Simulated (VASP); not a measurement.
Cu, 1 atom in the cell. It takes space group Im-3m (No. 229, cubic). The conventional cell has a = 2.836 Å, b = 2.836 Å, c = 2.836 Å, α = 90.00°, β = 90.00°, γ = 90.00°. Cu (site symmetry m-3m) has 8 Cu at 2.46 Å as nearest neighbours. This isn't the form of Cu at room conditions, which is fcc.

```yaml
Program: VASP 6.6.1
Task: single point
Functional: PBEsol
Potentials_or_basis: VASP PAW PBE potentials, release 64 (Cu)
Cutoff: 520 eV
k_mesh: 20 × 20 × 20
Occupations: gaussian, width 0.5 eV
Spin: no spin polarisation
Further_INCAR_settings: ALGO = Fast; EDIFF = 1e-06; NBANDS = 12
```

Potentials or basis: VASP PAW PBE potentials, release 64 (Cu).

Launch:

```console
$ cat potpaw_PBE.64/Cu/POTCAR > POTCAR
$ mpirun -np 1 vasp_std > vasp.out
```

Hardware: 1 thread of Intel(R) Xeon(R) 6975P-C (Granite Rapids) (shared host).

Task: Estimate the wall time of this run.

Result: It took 14 s on 1 thread of Intel(R) Xeon(R) 6975P-C (Granite Rapids) (shared host), peak memory 0.14 GiB. Counts: scf iterations 13, k points 256.
